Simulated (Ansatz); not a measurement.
An input for the plane-wave PAW code Ansatz:

```yaml
crystal:
  lattice:
    - [5.7785228903, -2.075770203, -0.129150595]
    - [5.7785228903, 2.075770203, -0.129150595]
    - [-1.6702156714, 0.0, 5.5102921773]
  atoms:
    - { symbol: In, position: [0.8879406234, 0.8879406234, 0.053554577] }
    - { symbol: In, position: [0.1120593766, 0.1120593766, 0.946445423] }
    - { symbol: Se, position: [0.666586647, 0.666586647, 0.6958343541] }
    - { symbol: Se, position: [0.333413353, 0.333413353, 0.3041656459] }
basis:
  ecutwfc: 420
  ecutrho_ratio: 4
kpoints:
  mp_grid: { grid: [10, 10, 6] }
hamiltonian:
  xc: pbe
scf:
  occupations: { method: gaussian, width: 0.05 }
output:
  forces: true
  stress: true
  eigenvalues: true
relax:
  f_tol: 0.01
  max_steps: 40
  cell: { stress_tol: 0.1, fix: [volume] }
```

Launched as:
```sh
ansatz run input.yaml --threads 2 --pin off --max-ram 2662MiB --backend cpu --events-out ev --progress --plain --runs-dir out
```

The chain of runs began from a cell as deposited in COD, expanded in volume.

**Question.** Predict the main results.

**Answer.** Energy lowered by 1.7 meV/atom, pressure 0.0 GPa, gap on the mesh 1.08 eV (PBE, scalar-relativistic).

**Question.** About how long does the run take on 2 threads of Arm Neoverse V2 (shared host), and how much memory does it need?

**Answer.** About 100 s, with a peak of 0.84 GiB.

What the program printed, in part:

```
Pseudopotentials: kind: paw
Pseudopotential: In, paw, valence charge 13, recommended cutoff 420 eV (normal), In.paw.azcp
Pseudopotential: Se, paw, valence charge 16, recommended cutoff 420 eV (normal), Se.paw.azcp
Crystal: 4 atoms, lattice volume = 131.295 Å³
Basis set: ecut = 420 eV, 2551 PW (Γ), exchange–correlation on 90×90×80 points (8 copies of the dense FFT grid, shifted against one another)
Bands: 35, of which v1, the nominal top of the filled ones, is band 29 counted from 1 (28 counted from 0)
Symmetry: 4 space group operations
Space group: C2/m (ITA 12), of the structure as read, at distance tolerance 5.1e-5 Å
k-points: 172 of 600
Initial density: superposition of atomic densities (neutral atoms: chi_scale 0, normalization atom), corrected by the library's trained network
Initial wavefunctions: pseudopotential atomic-orbital guess
Functional: x = pbe(κ = 0.804, μ = 0.21951), c = pbe(β = 0.06672)
```

SCF trace (energy estimate counted from the last row; the run made several SCF loops, for ionic steps, more bands or searches for a lower state, numbered loop.iteration):
```
iteration  ΔE (eV)  density residual (eV)
      1.1  4.2e-03                3.28e-3
      1.2    0.007                7.11e-4
      1.3    0.007                1.32e-4
      1.4    0.007                1.12e-5
      1.5    0.007                1.50e-6
      1.6    0.007                1.94e-7
      1.7    0.007                2.49e-8
      2.1  2.8e-03                1.29e-2
      2.2    0.007                2.13e-3
      2.3    0.007                9.60e-5
      2.4    0.007                1.48e-5
      2.5    0.007                1.17e-6
      2.6    0.007                1.41e-7
        …        …                      …
      6.3  2.4e-05                3.10e-8
      6.4    0.000                5.10e-9
      6.5    0.000               9.01e-10
      6.6    0.000               1.00e-10
```

```
SCF converged after 6 iterations
Free energy (F): -22135.811972 eV
E sigma→0 (E₀):  -22135.811972 eV
Fermi energy:    6.274454 eV
--- Forces (eV/Å), atoms counted from 1 ---
  atom   1  In    -0.00298941     0.00000000     0.00363612
  atom   2  In     0.00298941     0.00000000    -0.00363612
  atom   3  Se    -0.00190012     0.00000000    -0.00295822
  atom   4  Se     0.00190012     0.00000000     0.00295822
--- Stress (GPa, compression-positive) ---
        0.030324       0.000000      -0.002628
        0.000000      -0.065521       0.000000
       -0.002628       0.000000       0.009566
  P = ⅓ Tr σ = -0.0085 GPa (-0.085 kbar)
--- Relaxed structure (5 steps of the walk, 4 accepted, 1 SCFs on fresh bases) ---
  F+E_penalty+E_count = -22135.81197240 eV   max|allowed force component| = 3.636e-3 eV/Å   (the final SCF, on the basis selected at the relaxed cell)
  cell:  # Å, volume = 131.2951 Å³
    - [5.71848, -2.06335, -0.13646]
    - [5.71848, 2.06335, -0.13646]
    - [-1.65775, 0.00000, 5.60327]
  atoms:
    - { symbol: In, position: [0.88775, 0.88775, 0.05326] }
    - { symbol: In, position: [0.11225, 0.11225, 0.94674] }
    - { symbol: Se, position: [0.66735, 0.66735, 0.70179] }
    - { symbol: Se, position: [0.33265, 0.33265, 0.29821] }
```

Total energies depend on the potentials used, so only differences within one code and one set of settings carry meaning.

Semilocal functionals underestimate band gaps, commonly by a third or more. The structure is built of weakly bound layers, and this functional has no dispersion term, so their spacing and all that hangs on it (volume, the soft elastic constants, low modes, dielectric constants) are poorly given.
